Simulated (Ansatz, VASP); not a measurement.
# Two plane-wave programs on YZr2O2

```
Y Zr O
1.0
    -2.11501    2.11501    5.74395
     2.11501   -2.11501    5.74395
     2.11501    2.11501   -5.74395
Y Zr O
1 2 2
Cartesian
  0.0000 0.0000 0.0000
  0.0000 2.1150 2.8720
  2.1150 0.0000 2.8720
  0.0000 0.0000 2.2670
  0.0000 0.0000 9.2209
```

Change from the starting cell: species swapped into the YSi2Ir2 type (I4/mmm, No. 139).

Alike in both runs: task single point; functional PBE; k mesh 6 × 6 × 6; occupations gaussian, width 0.1 eV; collinear spin.

```csv
,VASP,Ansatz
version,VASP 6.6.1,Ansatz 0.2.0
potentials or method,"VASP PAW PBE potentials, release 64 (Y_sv, Zr_sv, O)","scalar-relativistic, plane waves, PAW"
plane-wave cutoff (eV),520,420
valence electrons in the cell,47,47
```

|  | VASP | Ansatz | Ansatz less VASP |
| --- | --- | --- | --- |
| gap on the k mesh at the Fermi level (eV) | none | none | - |
| pressure (GPa) | 0.2 | 0.1 | -0.10 |
| largest component of the traceless stress (GPa) | 0.13 | 0.00 | -0.124 |
| rms of the force components (eV/Å) | 0.004 | 0.002 | -0.0022 |
| net moment per atom (μB) | 0.00 | 0.00 | 0.000 |

Atom by atom the forces differ by 0.005 eV/Å (rms over components). A gap of «none» marks a metal or a gap that the smearing closes. Ansatz warned: «seeded_moment_not_kept».
